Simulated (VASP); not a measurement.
# Pt (P6_3/mmc) in VASP: density of states with PBE

Aim: the density of states of Pt with PBE.

Everything below comes from runs of VASP 6.6.1. Logs are shortened: lines on timing, memory, paths and dates and some standing lists are left out, and cuts for length are marked.

### 1 The structure

The structure is hexagonal, space group P6_3/mmc (No. 194). Conventional cell: a = 2.758 Å, b = 2.758 Å, c = 4.783 Å, α = 90.00°, β = 90.00°, γ = 120.00°. Pt (site symmetry -6m2) has 12 Pt at 2.76 to 2.87 Å as nearest neighbours.

The cell was built by a generator and needn't be a form met in nature.

### 2 Density of states, PBE

POSCAR

```
Pt
1.0
    2.7578955126      0.0000000000      0.0000000000
   -1.3789477563      2.3884075749      0.0000000000
    0.0000000000      0.0000000000      4.7830017956
Pt
2
Direct
    0.3333333333      0.6666666667      0.7500000000
    0.6666666667      0.3333333333      0.2500000000
```

INCAR.step1

```
ALGO     = Fast           # electronic algorithm
EDIFF    = 1E-7           # SCF threshold, eV
ENCUT    = 520            # plane-wave cutoff, eV
GGA      = PE             # functional
ISIF     = 2              # what is computed and relaxed
ISMEAR   = 0              # smearing method
LASPH    = T              # aspherical terms in the spheres
LCHARG   = T              # write CHGCAR
LMAXMIX  = 4              # l up to which the mixer works
LREAL    = F              # projectors in reciprocal space
LWAVE    = F              # write WAVECAR
NBANDS   = 17             # bands
NELM     = 100            # most SCF steps
PREC     = Accurate       # precision mode
SIGMA    = 0.05           # smearing width, eV
```

KPOINTS.step1

```
k-points
0
Gamma
  18 18 10
```

INCAR.step2

```
ALGO     = Fast           # electronic algorithm
EDIFF    = 1E-7           # SCF threshold, eV
ENCUT    = 520            # plane-wave cutoff, eV
GGA      = PE             # functional
ICHARG   = 11             # starting density
ISIF     = 2              # what is computed and relaxed
ISMEAR   = -5             # smearing method
LASPH    = T              # aspherical terms in the spheres
LCHARG   = F              # write CHGCAR
LMAXMIX  = 4              # l up to which the mixer works
LORBIT   = 11             # projections on sites
LREAL    = F              # projectors in reciprocal space
LWAVE    = F              # write WAVECAR
NBANDS   = 17             # bands
NEDOS    = 1001           # points of the DOS
NELM     = 100            # most SCF steps
PREC     = Accurate       # precision mode
SIGMA    = 0.05           # smearing width, eV
```

KPOINTS.step2

```
k-points
0
Gamma
  27 27 15
```

Potentials or basis: VASP PAW PBE potentials, release 64 (Pt).

Command:

```console
$ cat potpaw_PBE.64/Pt/POTCAR > POTCAR
$ cp INCAR.step1 INCAR
$ cp KPOINTS.step1 KPOINTS
$ mpirun -np 1 vasp_std > vasp.out
$ cp INCAR.step2 INCAR
$ cp KPOINTS.step2 KPOINTS
$ mpirun -np 1 vasp_std > vasp.out
```

OUTCAR:

```text
EDIFF = 1E-7
   ENCUT = 520
   GGA = PE
   ICHARG = 11
   ISIF = 2
   ISMEAR = -5
   LASPH = T
   LORBIT = 11
   LREAL = F
   NELM = 100
   PREC = Accurate

 ion  position               nearest neighbor table
   1  0.333  0.667  0.750-   2 2.87   2 2.87   2 2.87   2 2.87   2 2.87   2 2.87
   2  0.667  0.333  0.250-   1 2.87   1 2.87   1 2.87   1 2.87   1 2.87   1 2.87

  LATTYP: Found a hexagonal cell.
 ALAT       =     2.7578955126
 C/A-ratio  =     1.7342940564

  Lattice vectors:

 A1 = (   2.7578955126,   0.0000000000,   0.0000000000)
 A2 = (  -1.3789477563,   2.3884075749,   0.0000000000)
 A3 = (   0.0000000000,   0.0000000000,   4.7830017956)

Analysis of symmetry for initial positions (statically):
=====================================================================
 Subroutine PRICEL returns:
 Original cell was already a primitive cell.

 Routine SETGRP: Setting up the symmetry group for a
 hexagonal supercell.

 Subroutine GETGRP returns: Found 24 space group operations
 (whereof 12 operations were pure point group operations)
 out of a pool of 24 trial point group operations.

The static configuration has the point symmetry D_3d.
 The point group associated with its full space group is D_6h.

Analysis of symmetry for dynamics (positions and initial velocities):
=====================================================================
 Subroutine PRICEL returns:
 Original cell was already a primitive cell.

 Routine SETGRP: Setting up the symmetry group for a
 hexagonal supercell.

 Subroutine GETGRP returns: Found 24 space group operations
 (whereof 12 operations were pure point group operations)
 out of a pool of 24 trial point group operations.

The dynamic configuration has the point symmetry D_3d.
 The point group associated with its full space group is D_6h.

 Subroutine INISYM returns: Found 24 space group operations
 (whereof 12 operations are pure point group operations),
 and found     1 'primitive' translations

----------------------------------------------------------------------------------------

                                     Primitive cell

  volume of cell :      31.5055

  direct lattice vectors                    reciprocal lattice vectors
     2.757895513  0.000000000  0.000000000     0.362595318  0.209344504  0.000000000
[... 94 lines left out ...]
   ISIF   =      2    stress and relaxation
   ISYM   =      2    0-nonsym 1-usesym 2-fastsym
   POTIM  = 0.5000    time-step for ionic-motion
   TEBEG  =    0.0;   TEEND  =   0.0 temperature during run
   PSTRESS=    0.0 pullay stress
   NELECT =      20.0000    total number of electrons
   NUPDOWN=      -1.0000    fix difference up-down
   EMIN   =  10.00;   EMAX   =-10.00  energy-range for DOS
   EFERMI =   0.00;   METHOD = LEGACY
   ISMEAR =    -5;   SIGMA  =   0.05  broadening in eV -4-tet -1-fermi 0-gaus
   EFERMI_NEDOS =   21; number of points for ismear=-14 and -15
   IALGO  =     68    algorithm
   IMIX   =      4    mixing-type and parameters
     AMIX     =   0.40;   BMIX     =  1.00
     AMIX_MAG =   1.60;   BMIX_MAG =  1.00
  volume/ion in A,a.u.               =      15.75       106.30
  Fermi-wavevector in a.u.,A,eV,Ry     =   1.406984  2.658815 26.934156  1.979605
  Thomas-Fermi vector in A             =   2.529289
   LORBIT       =     11    0 simple, 1 ext, 2 COOP (PROOUT), +10 PAW based schemes
   GGA     = PE    functional components
   LHFCALC =     F    Hartree Fock is set to
   AEXX    =    0.0000 exact exchange contribution
   IVDW    =     0    specifies the selected vdW correction
   LEPSILON=     F    determine dielectric tensor
   LRPA    =     F    only Hartree local field effects (RPA)
 non-spin polarized calculation
 RMM-DIIS sequential band-by-band and
 Fermi weights with tetrahedron method with Bloechl corrections
  energy-cutoff  :      520.00
  volume of cell :       31.51
 maximum number of plane-waves:       863
 NGX is ok and might be reduce to    24

 number of electron      20.0000004 magnetization

 Free energy of the ion-electron system (eV)
  ---------------------------------------------------
  ext. energy  EPLUGINS =         0.00000000
  ---------------------------------------------------
  free energy    TOTEN  =       -12.08076327 eV

  energy without entropy =      -12.08076327  energy(sigma->0) =      -12.08076327

 E-fermi :  10.4098     XC(G=0): -13.2247

 val. band max:       10.4338162005   @ k =   0.4074   0.0370   0.1333
 cond. band min:      10.3914010068   @ k =   0.3704  -0.0000   0.2000
 fundamental gap:     -0.0424151937
 Fermi energy:        10.4098031535

 k-point     1 :       0.0000    0.0000    0.0000
  band No.  band energies     occupation
      1       0.7068      2.00000
      2       3.3514      2.00000
      3       6.4859      2.00000
      4       6.9893      2.00000
      5       6.9893      2.00000
      6       7.3558      2.00000
[... 457 lines left out ...]
      4       6.8837      2.00000
      5       7.1903      2.00000
      6       7.4404      2.00000
[... 9 lines left out ...]
     16      23.7579      0.00000
     17      24.5376      0.00000

 [... further k-points ...]

------------------------ aborting loop because EDIFF is reached ----------------------------------------

  FORCE on cell =-STRESS in cart. coord.  units (eV):
  Direction    XX          YY          ZZ          XY          YZ          ZX
  --------------------------------------------------------------------------------------
  -------------------------------------------------------------------------------------
  Total       -0.0919469     -0.0919469     -0.0866069     -0.0000000     -0.0000000     -0.0000000
  in kB       -4.6758546     -4.6758546     -4.4042942     -0.0000000     -0.0000000     -0.0000000
  external PRESSURE =      -4.5853344 kB  Pullay stress =       0.0000000 kB

 VOLUME and BASIS-vectors are now :
 -----------------------------------------------------------------------------
  energy-cutoff  :      520.00
  volume of cell :       31.51
      direct lattice vectors                 reciprocal lattice vectors
     2.757895513  0.000000000  0.000000000     0.362595318  0.209344504  0.000000000
    -1.378947756  2.388407575  0.000000000     0.000000000  0.418689009  0.000000000
     0.000000000  0.000000000  4.783001796     0.000000000  0.000000000  0.209073725

 POSITION                                       TOTAL-FORCE (eV/Angst)
 -----------------------------------------------------------------------------------
     -0.00000      1.59227      3.58725        -0.000000      0.000000      0.000000
      1.37895      0.79614      1.19575         0.000000     -0.000000      0.000000
 -----------------------------------------------------------------------------------
    total drift:                               -0.000000      0.000000     -0.000000

  FREE ENERGIE OF THE ION-ELECTRON SYSTEM (eV)
  ---------------------------------------------------
  free  energy   TOTEN  =       -12.0807632675 eV

  energy  without entropy=      -12.0807632675  energy(sigma->0) =      -12.08076327

 total charge

# of ion       s       p       d       tot
------------------------------------------
    1        0.618   0.560   8.021   9.200
    2        0.618   0.560   8.021   9.200
--------------------------------------------------
tot          1.236   1.121  16.042  18.399
```

OUTCAR.step1:

```text
EDIFF = 1E-7
   ENCUT = 520
   GGA = PE
   ISIF = 2
   ISMEAR = 0
[... 707 lines left out ...]
 -----------------------------------------------------------------------------------
     -0.00000      1.59227      3.58725        -0.000000     -0.000000      0.000000
      1.37895      0.79614      1.19575         0.000000      0.000000      0.000000
 -----------------------------------------------------------------------------------
    total drift:                               -0.000000      0.000000     -0.000000

  FREE ENERGIE OF THE ION-ELECTRON SYSTEM (eV)
  ---------------------------------------------------
  free  energy   TOTEN  =       -12.0824545080 eV

  energy  without entropy=      -12.0774396386  energy(sigma->0) =      -12.07994707
```

Run time: 100 s. Hardware: 1 thread of Intel Xeon 6975P-C (Granite Rapids), shared host; peak memory 0.38 GiB.

Results:

* Valence electrons inside the program's atomic spheres: Pt 9.20

States per cell in windows of 0.5 eV (zero at the Fermi level; states under -8 eV left out):
| from (eV) | total | Pt1_d | Pt2_d | Pt1_p | Pt2_p | Pt1_s | Pt2_s |
| --- | --- | --- | --- | --- | --- | --- | --- |
| -8.0 | 0.14 | 0.01 | 0.01 | 0.01 | 0.01 | 0.04 | 0.04 |
| -7.5 | 0.22 | 0.02 | 0.02 | 0.01 | 0.01 | 0.06 | 0.06 |
| -7.0 | 0.51 | 0.11 | 0.11 | 0.02 | 0.02 | 0.09 | 0.09 |
| -6.5 | 1.12 | 0.35 | 0.35 | 0.03 | 0.03 | 0.12 | 0.12 |
| -6.0 | 1.13 | 0.40 | 0.40 | 0.03 | 0.03 | 0.08 | 0.08 |
| -5.5 | 1.43 | 0.56 | 0.56 | 0.04 | 0.04 | 0.03 | 0.03 |
| -5.0 | 1.47 | 0.60 | 0.60 | 0.05 | 0.05 | 0.02 | 0.02 |
| -4.5 | 1.39 | 0.57 | 0.57 | 0.05 | 0.05 | 0.01 | 0.01 |
| -4.0 | 1.64 | 0.69 | 0.69 | 0.05 | 0.05 | 0.02 | 0.02 |
| -3.5 | 1.78 | 0.74 | 0.74 | 0.07 | 0.07 | 0.02 | 0.02 |
| -3.0 | 1.85 | 0.77 | 0.77 | 0.07 | 0.07 | 0.02 | 0.02 |
| -2.5 | 1.33 | 0.57 | 0.57 | 0.04 | 0.04 | 0.01 | 0.01 |
| -2.0 | 1.28 | 0.56 | 0.56 | 0.04 | 0.04 | 0.01 | 0.01 |
| -1.5 | 1.13 | 0.51 | 0.51 | 0.02 | 0.02 | 0.01 | 0.01 |
| -1.0 | 1.49 | 0.69 | 0.69 | 0.02 | 0.02 | 0.01 | 0.01 |
| -0.5 | 1.86 | 0.88 | 0.88 | 0.02 | 0.02 | 0.01 | 0.01 |
| 0.0 | 1.28 | 0.60 | 0.60 | 0.02 | 0.02 | 0.01 | 0.01 |
| 0.5 | 0.30 | 0.11 | 0.11 | 0.02 | 0.02 | 0.01 | 0.01 |
| 1.0 | 0.30 | 0.09 | 0.09 | 0.03 | 0.03 | 0.02 | 0.02 |
| 1.5 | 0.27 | 0.08 | 0.08 | 0.03 | 0.03 | 0.02 | 0.02 |
| 2.0 | 0.29 | 0.08 | 0.08 | 0.03 | 0.03 | 0.02 | 0.02 |
| 2.5 | 0.26 | 0.06 | 0.06 | 0.04 | 0.04 | 0.02 | 0.02 |
| 3.0 | 0.25 | 0.06 | 0.06 | 0.04 | 0.04 | 0.02 | 0.02 |
| 3.5 | 0.24 | 0.05 | 0.05 | 0.04 | 0.04 | 0.02 | 0.02 |
| 4.0 | 0.28 | 0.05 | 0.05 | 0.04 | 0.04 | 0.03 | 0.03 |
| 4.5 | 0.30 | 0.05 | 0.05 | 0.04 | 0.04 | 0.04 | 0.04 |
| 5.0 | 0.23 | 0.03 | 0.03 | 0.03 | 0.03 | 0.03 | 0.03 |
| 5.5 | 0.16 | 0.02 | 0.02 | 0.02 | 0.02 | 0.02 | 0.02 |
| 6.0 | 0.16 | 0.02 | 0.02 | 0.02 | 0.02 | 0.03 | 0.03 |
| 6.5 | 0.54 | 0.07 | 0.07 | 0.05 | 0.05 | 0.11 | 0.11 |
| 7.0 | 0.45 | 0.05 | 0.05 | 0.06 | 0.06 | 0.07 | 0.07 |
| 7.5 | 0.32 | 0.04 | 0.04 | 0.05 | 0.05 | 0.05 | 0.05 |

Caveat: tetrahedron occupations give inexact forces and stress in metals. The run has no spin-orbit coupling, so splittings on Pt are missing.
